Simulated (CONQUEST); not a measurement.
Crystal: Ni.

```xyz
2
Lattice="2.4573 0.0000 0.0000 0.0000 2.4573 0.0000 0.0000 0.0000 3.4751" Properties=species:S:1:pos:R:3 pbc="T T T"
Ni    0.0000    0.0000    0.0000
Ni    1.2286    1.2286    1.7376
```

```yaml
Program: CONQUEST 1.3
Task: single point
Functional: PBE
Potentials_or_basis: PseudoDojo NC PBE, DZP, grid cutoff 150 Ha
k_mesh: 11 × 11 × 8
Occupations: fermi-dirac, width 0.05 eV
Spin: collinear spin, ferromagnetic start
Starting_moments: "[1.0, 1.0] μB"
```

On this cell: pressure 9.2 GPa; largest force zero by symmetry; net moment 1.24 μB per cell; site moments Ni +0.62 μB; band gap on the k mesh none (metal or under the smearing width).

The same run follows on a disturbed copy (atoms of the box moved at random, drawn with an rms of 0.05 Å):

```
CELL_PARAMETERS angstrom
2.45730 0.00000 0.00000
0.00000 2.45730 0.00000
0.00000 0.00000 3.47515
ATOMIC_POSITIONS crystal
Ni 0.00228 0.00389 0.00474
Ni 0.51288 0.48080 0.50257
```

Q: What changes?

A: The energy (extrapolated to zero smearing) moves by +5.9 meV/atom; pressure 9.5 GPa; largest force 0.389 eV/Å; net moment 1.24 μB per cell; site moments Ni +0.62 μB; band gap on the k mesh none (metal or under the smearing width).

Forces in eV/Å, atoms in the order of the input:
```
Ni   0.158 -0.341 -0.086
Ni  -0.155  0.345  0.091
```

Caveats: the box holds several primitive cells, so bands are folded and the points are those of the box's own zone; the basis of atomic orbitals isn't converged, which shifts pressures, moduli and gaps.
